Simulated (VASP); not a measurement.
A run of VASP 6.6.1 is set up as follows.

File INCAR:

```
SYSTEM = KBr
PREC = Accurate
ENCUT = 520
EDIFF = 1E-6
ISMEAR = 0
SIGMA = 0.05
LREAL = .False.
LASPH = .True.
NELM = 60
ALGO = Fast
ISIF = 2
LWAVE = .False.
LCHARG = .False.
GGA = PE
NBANDS = 15
```

KPOINTS

```
regular mesh
0
Gamma
  6 6 6
  0 0 0
```

File POSCAR:

```
KBr
1.0
    4.0434990000      0.0000000000      0.0000000000
    0.0000000000      4.0434990000      0.0000000000
    0.0000000000      0.0000000000      4.1648039700
K Br
1 1
Direct
    0.0000000000      0.0000000000      0.0000000000
    0.5000000000      0.5000000000      0.5000000000
```

Potentials or basis: VASP PAW PBE potentials, release 64 (K_sv, Br).

Run with:

```sh
$ cat potpaw_PBE.64/K_sv/POTCAR potpaw_PBE.64/Br/POTCAR > POTCAR
$ mpirun -np 1 vasp_std > vasp.out
```

(1) Predict the band gap on the k mesh.

(2) What does it give for the pressure?

Answers

(1) 3.72 eV, indirect (least direct gap 3.96 eV).

(2) -0.5 GPa.
